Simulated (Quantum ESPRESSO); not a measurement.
# Ba (Im-3m) in Quantum ESPRESSO: convergence with k mesh

Aim: find how far k mesh must go before the results for Ba settle, at PBE. This setting moves, with any that are tied to it; all else stays.

Program: Quantum ESPRESSO 7.5. These are calculated values, not measurements. Logs are shortened: lines on timing, memory, paths and dates and some standing lists are left out, and cuts for length are marked.

### 1 The structure

The structure is cubic, space group Im-3m (No. 229). The conventional cell has a = 5.013 Å, b = 5.013 Å, c = 5.013 Å, α = 90.00°, β = 90.00°, γ = 90.00°. Ba (site symmetry m-3m) has 8 Ba at 4.34 Å as nearest neighbours.

### 2 With k mesh 1 × 1 × 1

File pw.in:

```
&CONTROL
  calculation = 'scf'
  prefix = 'pwscf'
  outdir = './tmp'
  pseudo_dir = './pseudo'
  tprnfor = .true.
  tstress = .true.
  disk_io = 'nowf'
/
&SYSTEM
  ibrav = 0
  nat = 1
  ntyp = 1
  ecutwfc = 57
  nbnd = 10
  occupations = 'smearing'
  smearing = 'fd'
  degauss = 0.00999582
/
&ELECTRONS
  conv_thr = 2d-10
  electron_maxstep = 120
  mixing_beta = 0.5
/
ATOMIC_SPECIES
Ba   137.3270 Ba.upf
CELL_PARAMETERS angstrom
  -2.5065000000    2.5065000000    2.5065000000
   2.5065000000   -2.5065000000    2.5065000000
   2.5065000000    2.5065000000   -2.5065000000
ATOMIC_POSITIONS crystal
Ba     0.0000000000    0.0000000000    0.0000000000
K_POINTS automatic
1 1 1 0 0 0
```

Potentials or basis: Ansatz NC SR PBE.

The run is started by

```bash
$ OMP_NUM_THREADS=1 pw.x -in pw.in > pw.out
```

Wall time 0.85 s (1 thread of Arm Neoverse V2, shared host); peak memory 0.06 GiB.

Results:

```yaml
Free_energy: -764.4101 eV
Pressure: 5.4 GPa
```

### 3 With k mesh 2 × 2 × 2

pw.in, as its differences from that of step 2:

```diff
@@ -33,2 +33,2 @@
 K_POINTS automatic
-1 1 1 0 0 0
+2 2 2 0 0 0
```

Potentials or basis: Ansatz NC SR PBE.

The run is started by

```bash
$ OMP_NUM_THREADS=1 pw.x -in pw.in > pw.out
```

Wall time 1.7 s (1 thread of Arm Neoverse V2, shared host); peak memory 0.06 GiB.

What came out:

* Free energy: -762.2052 eV
* Pressure: -4.2 GPa
* Band gap on the k mesh: none (metal or under the smearing width)

### 4 With k mesh 4 × 4 × 4

pw.in, as its differences from that of step 3:

```diff
@@ -33,2 +33,2 @@
 K_POINTS automatic
-2 2 2 0 0 0
+4 4 4 0 0 0
```

The run is started by

```bash
$ OMP_NUM_THREADS=1 pw.x -in pw.in > pw.out
```

It took 4 s on 1 thread of Arm Neoverse V2, shared host; peak memory 0.06 GiB.

What came out:

```
Free energy            : -761.5581 eV
Pressure               : 0.4 GPa
Band gap on the k mesh : none (metal or under the smearing width)
```

### 5 With k mesh 5 × 5 × 5

pw.in, as its differences from that of step 4:

```diff
@@ -33,2 +33,2 @@
 K_POINTS automatic
-4 4 4 0 0 0
+5 5 5 0 0 0
```

The run is started by

```bash
$ OMP_NUM_THREADS=1 pw.x -in pw.in > pw.out
```

It took 4.8 s on 1 thread of Arm Neoverse V2, shared host; peak memory 0.06 GiB.

Results:

```yaml
Free_energy: -761.5720 eV
Pressure: 0.0 GPa
Band_gap_on_the_k_mesh: none (metal or under the smearing width)
```

### 6 With k mesh 6 × 6 × 6

pw.in, as its differences from that of step 5:

```diff
@@ -33,2 +33,2 @@
 K_POINTS automatic
-5 5 5 0 0 0
+6 6 6 0 0 0
```

Potentials or basis: Ansatz NC SR PBE.

The run is started by

```bash
$ OMP_NUM_THREADS=1 pw.x -in pw.in > pw.out
```

It took 7.2 s on 1 thread of Arm Neoverse V2, shared host; peak memory 0.07 GiB.

The run converged. Its results:

```yaml
Free_energy: -761.5671 eV
Pressure: 0.1 GPa
Band_gap_on_the_k_mesh: none (metal or under the smearing width)
```

### 7 With k mesh 7 × 7 × 7

pw.in, as its differences from that of step 6:

```diff
@@ -33,2 +33,2 @@
 K_POINTS automatic
-6 6 6 0 0 0
+7 7 7 0 0 0
```

The run is started by

```bash
$ OMP_NUM_THREADS=1 pw.x -in pw.in > pw.out
```

Wall time 8.3 s (1 thread of Arm Neoverse V2, shared host); peak memory 0.07 GiB.

Results (log left out):

```
Free energy            : -761.5678 eV
Pressure               : 0.1 GPa
Band gap on the k mesh : none (metal or under the smearing width)
```

### 8 With k mesh 8 × 8 × 8

pw.in, as its differences from that of step 7:

```diff
@@ -33,2 +33,2 @@
 K_POINTS automatic
-7 7 7 0 0 0
+8 8 8 0 0 0
```

The run is started by

```bash
$ OMP_NUM_THREADS=1 pw.x -in pw.in > pw.out
```

It took 12 s on 1 thread of Arm Neoverse V2, shared host; peak memory 0.07 GiB.

It converged, with:

* Free energy: -761.5692 eV
* Pressure: 0.1 GPa
* Band gap on the k mesh: none (metal or under the smearing width)

### 9 With k mesh 10 × 10 × 10

pw.in, as its differences from that of step 8:

```diff
@@ -33,2 +33,2 @@
 K_POINTS automatic
-8 8 8 0 0 0
+10 10 10 0 0 0
```

Potentials or basis: Ansatz NC SR PBE.

The run is started by

```bash
$ OMP_NUM_THREADS=1 pw.x -in pw.in > pw.out
```

It took 21 s on 1 thread of Arm Neoverse V2, shared host; peak memory 0.08 GiB.

It converged, with:

| Quantity | Value |
| --- | --- |
| Free energy | -761.5684 eV |
| Pressure | 0.1 GPa |
| Band gap on the k mesh | none (metal or under the smearing width) |

### 10 With k mesh 11 × 11 × 11

pw.in, as its differences from that of step 9:

```diff
@@ -33,2 +33,2 @@
 K_POINTS automatic
-10 10 10 0 0 0
+11 11 11 0 0 0
```

Potentials or basis: Ansatz NC SR PBE.

The run is started by

```bash
$ OMP_NUM_THREADS=1 pw.x -in pw.in > pw.out
```

pw.out:

```text
[... set-up lines left out ...]
     Self-consistent Calculation

     iteration #  1     ecut=    57.00 Ry     beta= 0.50
     Davidson diagonalization with overlap
     ethr =  1.00E-02,  avg # of iterations =  8.1

     Threshold (ethr) on eigenvalues was too large:
     Diagonalizing with lowered threshold

     Davidson diagonalization with overlap
     c_bands:  1 eigenvalues not converged
     c_bands:  1 eigenvalues not converged
     c_bands:  1 eigenvalues not converged
     ethr =  8.26E-06,  avg # of iterations = 13.0

     total energy              =     -55.97407632 Ry
     estimated scf accuracy    <       0.00087331 Ry

     iteration #  2     ecut=    57.00 Ry     beta= 0.50
     Davidson diagonalization with overlap
     c_bands:  1 eigenvalues not converged
     ethr =  8.73E-06,  avg # of iterations =  1.5

     total energy              =     -55.97421967 Ry
     estimated scf accuracy    <       0.00021989 Ry

     iteration #  3     ecut=    57.00 Ry     beta= 0.50
     Davidson diagonalization with overlap
     ethr =  2.20E-06,  avg # of iterations =  4.5

     total energy              =     -55.97424602 Ry
     estimated scf accuracy    <       0.00000553 Ry

     iteration #  4     ecut=    57.00 Ry     beta= 0.50
     Davidson diagonalization with overlap
     ethr =  5.53E-08,  avg # of iterations =  5.1

     total energy              =     -55.97425151 Ry
     estimated scf accuracy    <       0.00000018 Ry

     iteration #  5     ecut=    57.00 Ry     beta= 0.50
     Davidson diagonalization with overlap
     ethr =  1.76E-09,  avg # of iterations =  5.1

     total energy              =     -55.97425173 Ry
     estimated scf accuracy    <       0.00000006 Ry

     iteration #  6     ecut=    57.00 Ry     beta= 0.50
     Davidson diagonalization with overlap
     ethr =  6.19E-10,  avg # of iterations =  2.6

     total energy              =     -55.97425174 Ry
     estimated scf accuracy    <          4.5E-09 Ry

     iteration #  7     ecut=    57.00 Ry     beta= 0.50
     Davidson diagonalization with overlap
     ethr =  4.53E-11,  avg # of iterations =  4.8

     End of self-consistent calculation

          k = 0.0000 0.0000 0.0000 (  3055 PWs)   bands (ev):

   -22.9892  -7.9307  -7.9307  -7.9307   3.1418   7.7277   7.7278   7.7279
     9.1303   9.1308

          k = 0.0787 0.0787 0.0000 (  3082 PWs)   bands (ev):

   -22.9858  -7.9699  -7.9427  -7.9309   3.2961   7.5943   7.6450   7.8765
     8.8967   9.0965

          k = 0.1575 0.1575 0.0000 (  3084 PWs)   bands (ev):

   -22.9766  -8.0728  -7.9749  -7.9316   3.7222   7.2930   7.3196   8.3128
     8.7600   9.0628

          k = 0.2362 0.2362 0.0000 (  3090 PWs)   bands (ev):

   -22.9646  -8.2023  -8.0163  -7.9324   4.2987   6.9400   6.9761   8.9134
     9.0057   9.1278

          k = 0.3149 0.3149 0.0000 (  3106 PWs)   bands (ev):

   -22.9534  -8.3168  -8.0539  -7.9333   4.7862   6.7326   6.8480   9.1033
     9.3295   9.8961

          k = 0.3936 0.3936 0.0000 (  3092 PWs)   bands (ev):

   -22.9468  -8.3829  -8.0759  -7.9338   4.9832   6.6030   7.0629   9.1165
     9.6135  10.5572

          k = 0.1575 0.0787 0.0787 (  3077 PWs)   bands (ev):

   -22.9795  -8.0407  -7.9562  -7.9403   3.5878   7.4005   7.4074   8.1859
     8.6548   9.1693

          k = 0.2362 0.1575 0.0787 (  3095 PWs)   bands (ev):

   -22.9689  -8.1511  -7.9949  -7.9448   4.1031   7.0269   7.1021   8.6189
     8.7681   9.3002

          k = 0.3149 0.2362 0.0787 (  3082 PWs)   bands (ev):

   -22.9573  -8.2650  -8.0414  -7.9466   4.6758   6.7435   6.8489   8.8071
     9.4459   9.5540

          k = 0.3936 0.3149 0.0787 (  3089 PWs)   bands (ev):

   -22.9484  -8.3489  -8.0770  -7.9478   5.0349   6.6391   6.8554   8.9805
     9.5880  10.4344

          k = 0.4724 0.3936 0.0787 (  3082 PWs)   bands (ev):

   -22.9450  -8.3795  -8.0903  -7.9482   5.1182   6.5862   7.0133   8.9671
     9.7197  10.7562

          k = 0.3149 0.1575 0.1575 (  3088 PWs)   bands (ev):

   -22.9587  -8.2372  -8.0347  -7.9627   4.6515   6.6802   6.9120   8.6239
     9.4564   9.5523

          k = 0.3936 0.2362 0.1575 (  3089 PWs)   bands (ev):

   -22.9493  -8.3048  -8.0892  -7.9706   5.1789   6.4838   6.7848   8.8067
     9.5865  10.2583

          k = 0.4724 0.3149 0.1575 (  3087 PWs)   bands (ev):

   -22.9437  -8.3405  -8.1268  -7.9735   5.4180   6.5259   6.7646   8.9005
     9.6486  10.8457

          k = 0.4724 0.2362 0.2362 (  3105 PWs)   bands (ev):

   -22.9432  -8.3074  -8.1588  -7.9837   5.6610   6.3320   6.6938   9.0059
     9.4558  10.7134

          k = 0.5511 0.3149 0.2362 (  3093 PWs)   bands (ev):

   -22.9410  -8.2923  -8.2022  -7.9873   5.8461   6.4187   6.5347   9.1247
     9.5249  10.3817

          k = 0.1575 0.1575 0.1575 (  3079 PWs)   bands (ev):

   -22.9716  -8.1351  -7.9593  -7.9593   3.9874   7.0649   7.0650   8.7621
     8.9923   8.9923

          k = 0.2362 0.2362 0.1575 (  3084 PWs)   bands (ev):

   -22.9612  -8.2318  -8.0084  -7.9635   4.5586   6.7413   6.7820   9.0414
     9.2443   9.5106

          k = 0.3149 0.3149 0.1575 (  3102 PWs)   bands (ev):

   -22.9515  -8.3083  -8.0632  -7.9674   5.0853   6.5898   6.6500   9.2056
     9.4655  10.2968

          k = 0.3936 0.3936 0.1575 (  3095 PWs)   bands (ev):

   -22.9458  -8.3498  -8.0987  -7.9697   5.3031   6.4933   6.8742   9.2513
     9.6715  10.8386

          k =-0.0000-0.0000 0.1575 (  3063 PWs)   bands (ev):

   -22.9825  -7.9833  -7.9550  -7.9550   3.4467   7.6275   7.6275   7.8690
     8.4237   9.3390

          k = 0.3149 0.2362 0.2362 (  3086 PWs)   bands (ev):

   -22.9527  -8.2875  -8.0475  -7.9916   5.1440   6.4933   6.5984   9.1795
     9.5046  10.2912
[... 98 lines left out ...]
   -22.9435  -8.2864  -8.1041  -8.0334   5.2581   6.4061   7.2862   8.0228
     9.5203   9.6899

          k = 0.0787-0.0787 0.4724 (  3092 PWs)   bands (ev):

   -22.9435  -8.2494  -8.1169  -8.0562   5.2646   6.3538   7.4537   8.0006
     9.1748   9.5666

          k =-0.0000-0.2362 0.5511 (  3089 PWs)   bands (ev):

   -22.9373  -8.3436  -8.1272  -8.0306   5.4601   6.4018   7.1830   7.8965
     9.9259  10.6642

          k = 0.0787-0.1575 0.5511 (  3096 PWs)   bands (ev):

   -22.9355  -8.3030  -8.1613  -8.0564   5.6262   6.1398   7.2265   8.2019
     9.3666  10.4286

          k =-0.7873-0.2362-0.2362 (  3093 PWs)   bands (ev):

   -22.9326  -8.3238  -8.1779  -8.0553   5.6975   6.1855   7.0604   8.1778
     9.8346  11.1950

          k =-0.7086-0.1575-0.2362 (  3091 PWs)   bands (ev):

   -22.9308  -8.2904  -8.2288  -8.0586   5.9451   5.9768   6.8565   8.8301
     9.3109  10.9145

          k =-0.0000-0.0000 0.4724 (  3095 PWs)   bands (ev):

   -22.9435  -8.1993  -8.1101  -8.1101   5.2123   6.3863   7.8211   7.8211
     8.9310   9.2420

          k =-0.0000-0.0787 0.5511 (  3094 PWs)   bands (ev):

   -22.9340  -8.2586  -8.1510  -8.1243   5.5594   6.0380   7.8969   7.9823
     9.1782   9.5806

          k =-0.0000-0.1575 0.6298 (  3099 PWs)   bands (ev):

   -22.9283  -8.3055  -8.1751  -8.1199   5.6721   5.9352   7.8227   7.8627
     9.8784  10.5158

          k = 0.0787-0.0787 0.6298 (  3096 PWs)   bands (ev):

   -22.9267  -8.2777  -8.2031  -8.1360   5.7064   5.7923   7.7174   8.5768
     9.2791  10.3423

          k =-0.7873-0.1575-0.1575 (  3106 PWs)   bands (ev):

   -22.9240  -8.2850  -8.2279  -8.1344   5.6863   5.7669   7.5999   8.7680
     9.6965  11.0538

          k =-0.0000-0.0000 0.6298 (  3096 PWs)   bands (ev):

   -22.9252  -8.2446  -8.1935  -8.1935   5.6186   5.7272   8.4861   8.4861
     8.9969   9.7331

          k =-0.0000-0.0787 0.7086 (  3115 PWs)   bands (ev):

   -22.9200  -8.2701  -8.2184  -8.1995   5.5477   5.5814   8.5393   8.7155
     9.7482  10.4117

          k =-0.7873-0.0787-0.0787 (  3123 PWs)   bands (ev):

   -22.9175  -8.2550  -8.2550  -8.2039   5.4876   5.4876   8.5722   9.5647
     9.5647  11.0055

          k =-0.0000-0.0000 0.7873 (  3100 PWs)   bands (ev):

   -22.9151  -8.2508  -8.2438  -8.2438   5.3901   5.3992   9.5135   9.5136
     9.7257  10.4806

     the Fermi energy is     5.9038 ev

!    total energy              =     -55.97425175 Ry
     estimated scf accuracy    <          5.9E-11 Ry
     smearing contrib. (-TS)   =      -0.00658321 Ry
     internal energy E=F+TS    =     -55.96766855 Ry

     The total energy is F=E-TS. E is the sum of the following terms:
     one-electron contribution =     -13.07287070 Ry
     hartree contribution      =       8.57319326 Ry
     xc contribution           =     -13.05188481 Ry
     ewald contribution        =     -38.41610629 Ry

     convergence has been achieved in   7 iterations

     Forces acting on atoms (cartesian axes, Ry/au):

     atom    1 type  1   force =     0.00000000    0.00000000    0.00000000

     Total force =     0.000000     Total SCF correction =     0.000000

     Computing stress (Cartesian axis) and pressure

          total   stress  (Ry/bohr**3)                   (kbar)     P=        0.91
   0.00000622  -0.00000000  -0.00000000            0.91       -0.00       -0.00
  -0.00000000   0.00000622  -0.00000000           -0.00        0.91       -0.00
  -0.00000000  -0.00000000   0.00000622           -0.00       -0.00        0.91

=------------------------------------------------------------------------------=
   JOB DONE.
=------------------------------------------------------------------------------=
```

Wall time 22 s (1 thread of Arm Neoverse V2, shared host); peak memory 0.08 GiB.

What came out:

* Free energy: -761.5685 eV
* Pressure: 0.1 GPa
* Band gap on the k mesh: none (metal or under the smearing width)

### 11 Summary

| k mesh | energy less the tightest run, at zero smearing (meV/atom) | pressure (GPa) | SCF cycles | CPU time (s) | peak memory (GiB) |
| --- | --- | --- | --- | --- | --- |
| 1 × 1 × 1 | -2886.42 | 5.44 | 7 | 0.85 | 0.06 |
| 2 × 2 × 2 | -640.71 | -4.24 | 7 | 1.7 | 0.06 |
| 4 × 4 × 4 | 8.93 | 0.36 | 8 | 4 | 0.06 |
| 5 × 5 × 5 | -6.35 | 0.03 | 8 | 4.8 | 0.06 |
| 6 × 6 × 6 | 3.68 | 0.11 | 7 | 7.2 | 0.07 |
| 7 × 7 × 7 | 1.61 | 0.10 | 7 | 8.3 | 0.07 |
| 8 × 8 × 8 | -1.66 | 0.08 | 7 | 12 | 0.07 |
| 10 × 10 × 10 | 0.37 | 0.09 | 8 | 21 | 0.08 |
| 11 × 11 × 11 | 0.00 | 0.09 | 7 | 22 | 0.08 |

Against the tightest run, the energy stays within 1 meV/atom from 10 × 10 × 10 on; the pressure stays within 0.1 GPa from 5 × 5 × 5 on. Meshes of other sizes hit other points, so gaps and Fermi surfaces needn't settle smoothly. The tightest run that finished is the yardstick and may itself not be fully converged.
